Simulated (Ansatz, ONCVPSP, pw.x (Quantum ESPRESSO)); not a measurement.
# tin (Sn) (bcc): variants of one ONCV potential in the solid

- Element: tin (Sn)
- Generator: ONCVPSP 4.0.1
- Type: optimised norm-conserving Vanderbilt (ONCV)
- Functional: PBE
- Relativity: scalar-relativistic
- Frozen core: [Kr] 4d10
- Valence charge: 4
- Reference configuration: 5s2 5p1 (charge +1)
- Partial waves: 5s: rc 1.80 bohr, ncon 4, nbas 8, qcut 3.3 1/bohr, 2 projectors, debl 1.8 Ha; 5p: rc 2.25 bohr, ncon 4, nbas 9, qcut 3 1/bohr, 2 projectors, debl 1.3 Ha; d scattering state at 0.03 Ha: rc 2.35 bohr, ncon 3, nbas 7, qcut 4.1 1/bohr, 2 projectors, debl 3.3 Ha
- Local potential: polynomial inside 1.55 bohr (lpopt 5, dvloc0 0 Ha)
- Core correction: none

Crystal test: bcc Sn in pw.x 7.5, no spin, 12³ k-points, Fermi–Dirac smearing 0.01 Ry, cutoffs set for each file from its atomic test. The reference is all-electron LAPW (Ansatz 0.2.0) with the same functional, mesh and smearing; V0 and B0 come from Birch–Murnaghan fits to the pressures at five volumes. Errors are pseudo minus all-electron; Δ is the rms difference of the E(V) curves that follow from these fits, minima aligned, over ±6 % about the mean V0. Mesh and smearing are coarse, so the numbers serve the comparison and aren't converged zero-temperature values; the lattice is a test structure that the element need not adopt.

All-electron: a0 = 3.809 Å (V0 = 27.63 Å³/atom), B0 = 46.7 GPa.

Base: This is a poor potential for the solid. The generator flags a localised state at positive energy (s at 3 eV).

1 further variants are left out: they gave no file fit for a test, a broken result, the same result as the base, or pressures whose basis-set error rivals the error shown.

A dash in a converged row means that the minimum lies outside the volumes sampled.

```csv
change,cutoffs (Ry),pw.x,a0 (Å),a0 error (%),B0 error (%),Δ (meV/atom),mean pressure error (GPa)
base,95/380,converged,–,–,–,–,-2.17
d: rc 2.06,95/380,converged,–,–,–,–,-3.28
d: rc 2.58,95/380,converged,3.753,-1.48,+12.8,13.1,-2.10
d: rc 3.32,95/380,converged; energies reset by the program,3.752,-1.51,+12.7,13.3,-2.13
```

(1) Give the row for: d: rc 2.98.

## Answers

(1) pw.x: converged; mean pressure error (GPa): -2.06; a0 (Å): 3.754; a0 error (%): -1.45; B0 error (%): +12.5; Δ (meV/atom): 12.8.
